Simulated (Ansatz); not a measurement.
Nb:

```
Nb
1.0
    -0.02605    2.14059    2.11091
     2.06553    0.01503    2.06982
     2.11349    2.14747   -0.03293
Nb
1
Direct
  0.99204 0.00159 0.00142
```

The cell isn't the ideal one: cell strained at random at fixed volume.

| Quantity | Value |
| --- | --- |
| Program | Ansatz 0.2.0 |
| Task | relaxation of cell and atoms |
| Functional | PBE |
| Potentials or basis | Ansatz PAW |
| Cutoff | 420 eV (not typed: the program's choice for these potentials) |
| k mesh | 8 × 8 × 8 |
| Occupations | fermi-dirac, width 0.15 eV |
| Spin | no spin polarisation |

At the start: volume 18.92 Å³/atom.

**Question.** How do energy, volume and symmetry change on relaxing?

**Answer.** It ends after 13 steps and the volume is 18.19 Å³/atom (-3.9 %); space group Im-3m (No. 229, to 0.05 Å).

The path:
| step | energy change (eV) | largest force (eV/Å) | volume (Å³) |
| --- | --- | --- | --- |
| 1 | 0.0000 | 0.0000 | 18.92 |
| 2 | -0.0267 | 0.0000 | 18.49 |
| 3 | -0.0832 | 0.0000 | 18.98 |
| 4 | -0.1492 | 0.0000 | 18.19 |
| 5 | -0.2183 | 0.0000 | 18.40 |
| 6 | -0.2874 | 0.0000 | 18.18 |
| 7 | -0.3234 | 0.0000 | 18.12 |
| 8 | -0.3422 | 0.0000 | 18.18 |
| 9 | -0.3426 | 0.0000 | 18.16 |
| 10 | -0.3426 | 0.0000 | 18.18 |
| 11 | -0.3432 | 0.0000 | 18.18 |
| 12 | -0.3432 | 0.0000 | 18.19 |
| 13 | -0.3432 | 0.0000 | 18.19 |

Final structure:
```
CELL_PARAMETERS angstrom
0.00497 2.34297 2.34285
1.66375 0.00151 2.33781
1.65462 2.34444 -0.00500
ATOMIC_POSITIONS crystal
Nb 0.99204 0.00159 0.00142
```

Caveat: the plane-wave basis is chosen anew once the cell has moved, so the energies of steps on either side of that aren't comparable.
